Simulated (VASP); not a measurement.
# MgS (F-43m) in VASP: notebook

One crystal, MgS, is run at these levels: LDA; tasks: single point.

Program: VASP 6.6.1. These are calculated values, not measurements. Logs are shortened: lines on timing, memory, paths and dates and some standing lists are left out, and cuts for length are marked.

## 1. The crystal as given

The structure is cubic, space group F-43m (No. 216). The conventional cell has a = 5.594 Å, b = 5.594 Å, c = 5.594 Å, α = 90.00°, β = 90.00°, γ = 90.00°. Around Mg (site symmetry -43m) lie 4 S at 2.42 Å. S (site symmetry -43m) has 4 Mg at 2.42 Å as nearest neighbours.

The cell was built by a generator and needn't be a form met in nature.

## 2. Single point, LDA

INCAR reads:

```
SYSTEM = MgS
PREC = Accurate ; ENCUT = 520
EDIFF = 1E-7 ; ISMEAR = 0
SIGMA = 0.02 ; LREAL = .False.
LASPH = .True. ; NELM = 100
ALGO = Fast ; ISIF = 2
LWAVE = .False. ; LCHARG = .False.
NBANDS = 16
```

KPOINTS reads:

```
regular mesh
0
Gamma
  6 4 6
  0 0 0
```

POSCAR reads:

```
MgS
1.0
    3.9554811125      0.0000000000      0.0000000000
    0.0000000000      5.5938950145      0.0000000000
    0.0000000000      0.0000000000      3.9554811125
Mg S
2 2
Direct
    0.0000000000      0.0000000000      0.0000000000
    0.5000000000      0.5000000000      0.5000000000
    0.5000000000      0.2500000000      0.0000000000
    0.0000000000      0.7500000000      0.5000000000
```

Potentials or basis: VASP PAW LDA potentials, release 64 (Mg, S).

Command:

```bash
cat potpaw_LDA.64/Mg/POTCAR potpaw_LDA.64/S/POTCAR > POTCAR
mpirun -np 1 vasp_std > vasp.out
```

OUTCAR:

```text
SYSTEM = MgS
   PREC = Accurate
   ENCUT = 520
   EDIFF = 1E-7
   ISMEAR = 0
   LREAL = .False.
   LASPH = .True.
   NELM = 100
   ISIF = 2

 ion  position               nearest neighbor table
   1  0.000  0.000  0.000-   3 2.42   4 2.42   4 2.42   3 2.42
   2  0.500  0.500  0.500-   3 2.42   4 2.42   3 2.42   4 2.42
   3  0.500  0.250  0.000-   1 2.42   2 2.42   2 2.42   1 2.42
   4  0.000  0.750  0.500-   1 2.42   2 2.42   1 2.42   2 2.42

  LATTYP: Found a simple tetragonal cell.
 ALAT       =     3.9554811125
 C/A-ratio  =     1.4142135572

  Lattice vectors:

 A1 = (  -3.9554811125,   0.0000000000,   0.0000000000)
 A2 = (   0.0000000000,   0.0000000000,   3.9554811125)
 A3 = (   0.0000000000,   5.5938950145,   0.0000000000)

Analysis of symmetry for initial positions (statically):
=====================================================================
 Subroutine PRICEL returns following result:

  LATTYP: Found a face centered cubic cell.
 ALAT       =     5.5938950248

  Lattice vectors:

 A1 = (  -1.9777405562,   2.7969475072,   1.9777405562)
 A2 = (   0.0000000000,   0.0000000000,   3.9554811125)
 A3 = (   1.9777405562,   2.7969475073,   1.9777405563)

   2 primitive cells build up your supercell.

 Routine SETGRP: Setting up the symmetry group for a
 simple tetragonal supercell.

 Subroutine GETGRP returns: Found  8 space group operations
 (whereof  8 operations were pure point group operations)
 out of a pool of 16 trial point group operations.

The static configuration has the point symmetry D_2d.

Analysis of symmetry for dynamics (positions and initial velocities):
=====================================================================
 Subroutine PRICEL returns following result:

  LATTYP: Found a face centered cubic cell.
 ALAT       =     5.5938950248

  Lattice vectors:

 A1 = (  -1.9777405562,   2.7969475072,   1.9777405562)
 A2 = (   0.0000000000,   0.0000000000,   3.9554811125)
 A3 = (   1.9777405562,   2.7969475073,   1.9777405563)

   2 primitive cells build up your supercell.

 Routine SETGRP: Setting up the symmetry group for a
 simple tetragonal supercell.

 Subroutine GETGRP returns: Found  8 space group operations
 (whereof  8 operations were pure point group operations)
 out of a pool of 16 trial point group operations.

The dynamic configuration has the point symmetry D_2d.

 Subroutine INISYM returns: Found  8 space group operations
[... 98 lines left out ...]
   LREAL  =      F    real-space projection
   EDIFFG = 0.1E-05   stopping-criterion for IOM
   NSW    =      0    number of steps for IOM
   IBRION =     -1    ionic relax: 0-MD 1-quasi-New 2-CG
   NFREE  =      0    steps in history (QN), initial steepest desc. (CG)
   ISIF   =      2    stress and relaxation
   ISYM   =      2    0-nonsym 1-usesym 2-fastsym
   POTIM  = 0.5000    time-step for ionic-motion
   TEBEG  =    0.0;   TEEND  =   0.0 temperature during run
   PSTRESS=    0.0 pullay stress
   NELECT =      16.0000    total number of electrons
   NUPDOWN=      -1.0000    fix difference up-down
   EMIN   =  10.00;   EMAX   =-10.00  energy-range for DOS
   EFERMI =   0.00;   METHOD = LEGACY
   ISMEAR =     0;   SIGMA  =   0.02  broadening in eV -4-tet -1-fermi 0-gaus
   EFERMI_NEDOS =   21; number of points for ismear=-14 and -15
   IALGO  =     68    algorithm
   IMIX   =      4    mixing-type and parameters
     AMIX     =   0.40;   BMIX     =  1.00
     AMIX_MAG =   1.60;   BMIX_MAG =  1.00
  volume/ion in A,a.u.               =      21.88       147.66
  Fermi-wavevector in a.u.,A,eV,Ry     =   0.929131  1.755804 11.745710  0.863285
  Thomas-Fermi vector in A             =   2.055382
   LORBIT       =      0    0 simple, 1 ext, 2 COOP (PROOUT), +10 PAW based schemes
   GGA     = CA    functional components
   LHFCALC =     F    Hartree Fock is set to
   AEXX    =    0.0000 exact exchange contribution
   IVDW    =     0    specifies the selected vdW correction
   LEPSILON=     F    determine dielectric tensor
   LRPA    =     F    only Hartree local field effects (RPA)
 non-spin polarized calculation
 RMM-DIIS sequential band-by-band and
 Gauss-broadening in eV      SIGMA  =   0.02
  energy-cutoff  :      520.00
  volume of cell :       87.52
 maximum number of plane-waves:      2405
 NGX is ok and might be reduce to    30
   NGX = 15   NGY = 21   NGZ = 15

 number of electron      16.0000006 magnetization

 Free energy of the ion-electron system (eV)
  ---------------------------------------------------
  ext. energy  EPLUGINS =         0.00000000
  ---------------------------------------------------
  free energy    TOTEN  =       -18.78673943 eV

  energy without entropy =      -18.78673943  energy(sigma->0) =      -18.78673943

 E-fermi :   1.2600     XC(G=0):  -8.8997

 val. band max:        1.1269405942   @ k =   0.0000   0.0000   0.0000
 cond. band min:       4.5036310310   @ k =   0.0000   0.0000   0.0000
 fundamental gap:      3.3766904368
 Fermi energy:         1.2600457772

 k-point     1 :       0.0000    0.0000    0.0000
  band No.  band energies     occupation
      1     -10.2346      2.00000
      2      -9.2305      2.00000
      3      -1.8619      2.00000
      4       0.0253      2.00000
      5       0.0253      2.00000
      6       1.1269      2.00000
[... 433 lines left out ...]
      3      -1.4252      2.00000
      4      -1.4244      2.00000
      5      -1.0102      2.00000
      6      -0.0743      2.00000
[... 8 lines left out ...]
     15      10.7648      0.00000
     16      11.2224      0.00000

 [... further k-points ...]

------------------------ aborting loop because EDIFF is reached ----------------------------------------

  FORCE on cell =-STRESS in cart. coord.  units (eV):
  Direction    XX          YY          ZZ          XY          YZ          ZX
  --------------------------------------------------------------------------------------
  -------------------------------------------------------------------------------------
  Total       -0.1834141     -0.1887406     -0.1834141      0.0000000     -0.0000000      0.0000000
  in kB       -3.3576106     -3.4551194     -3.3576106      0.0000000     -0.0000000      0.0000000
  external PRESSURE =      -3.3901135 kB  Pullay stress =       0.0000000 kB

 VOLUME and BASIS-vectors are now :
 -----------------------------------------------------------------------------
  energy-cutoff  :      520.00
  volume of cell :       87.52
      direct lattice vectors                 reciprocal lattice vectors
     3.955481112  0.000000000  0.000000000     0.252813747  0.000000000  0.000000000
     0.000000000  5.593895015  0.000000000     0.000000000  0.178766315  0.000000000
     0.000000000  0.000000000  3.955481112     0.000000000  0.000000000  0.252813747

 POSITION                                       TOTAL-FORCE (eV/Angst)
 -----------------------------------------------------------------------------------
      0.00000      0.00000      0.00000        -0.000000     -0.000000     -0.000000
      1.97774      2.79695      1.97774        -0.000000     -0.000000     -0.000000
      1.97774      1.39847      0.00000        -0.000000      0.000000      0.000000
      0.00000      4.19542      1.97774         0.000000      0.000000     -0.000000
 -----------------------------------------------------------------------------------
    total drift:                                0.000000      0.000000     -0.000000

  FREE ENERGIE OF THE ION-ELECTRON SYSTEM (eV)
  ---------------------------------------------------
  free  energy   TOTEN  =       -18.7867394256 eV

  energy  without entropy=      -18.7867394256  energy(sigma->0) =      -18.78673943
```

OSZICAR:

```text
N       E                     dE             d eps       ncg     rms          rms(c)
DAV:   1     0.602622109522E+02    0.60262E+02   -0.61115E+03   960   0.810E+02
DAV:   2    -0.141753924389E+02   -0.74438E+02   -0.67981E+02  1440   0.136E+02
DAV:   3    -0.198365336147E+02   -0.56611E+01   -0.56407E+01  1288   0.409E+01
DAV:   4    -0.199026017051E+02   -0.66068E-01   -0.66058E-01  1184   0.547E+00
DAV:   5    -0.199038144770E+02   -0.12128E-02   -0.12128E-02  1256   0.743E-01    0.585E+00
RMM:   6    -0.188953431226E+02    0.10085E+01   -0.14224E+00   962   0.468E+00    0.445E+00
RMM:   7    -0.187978524200E+02    0.97491E-01   -0.57007E-01   968   0.313E+00    0.304E+00
RMM:   8    -0.188005189599E+02   -0.26665E-02   -0.12395E-01   972   0.168E+00    0.146E+00
RMM:   9    -0.187864547342E+02    0.14064E-01   -0.26941E-02  1044   0.731E-01    0.363E-01
RMM:  10    -0.187881049051E+02   -0.16502E-02   -0.15470E-02  1065   0.572E-01    0.606E-01
RMM:  11    -0.187867776991E+02    0.13272E-02   -0.26664E-03  1024   0.261E-01    0.149E-01
RMM:  12    -0.187867382496E+02    0.39449E-04   -0.42073E-04  1176   0.118E-01    0.338E-02
RMM:  13    -0.187867385075E+02   -0.25787E-06   -0.48438E-05  1216   0.430E-02    0.919E-03
RMM:  14    -0.187867392238E+02   -0.71626E-06   -0.62786E-06  1227   0.167E-02    0.712E-03
RMM:  15    -0.187867397680E+02   -0.54425E-06   -0.13632E-06  1184   0.758E-03    0.910E-03
RMM:  16    -0.187867394951E+02    0.27294E-06   -0.50015E-07  1111   0.408E-03    0.463E-03
RMM:  17    -0.187867394256E+02    0.69471E-07   -0.29623E-07   941   0.292E-03
   1 F= -.18786739E+02 E0= -.18786739E+02  d E =-.135216E-22
```

Run time: 36 s. Hardware: 1 thread of Intel Xeon Platinum 8488C (Sapphire Rapids), shared host; peak memory 0.17 GiB.

Results:

- Free energy: -18.7867 eV
- Pressure: -0.3 GPa
- Band gap on the k mesh: 3.38 eV

A k mesh can miss the band edges. As with any semilocal functional, this LDA gap is likely too small.

(Part 1 of 2 ends here.)
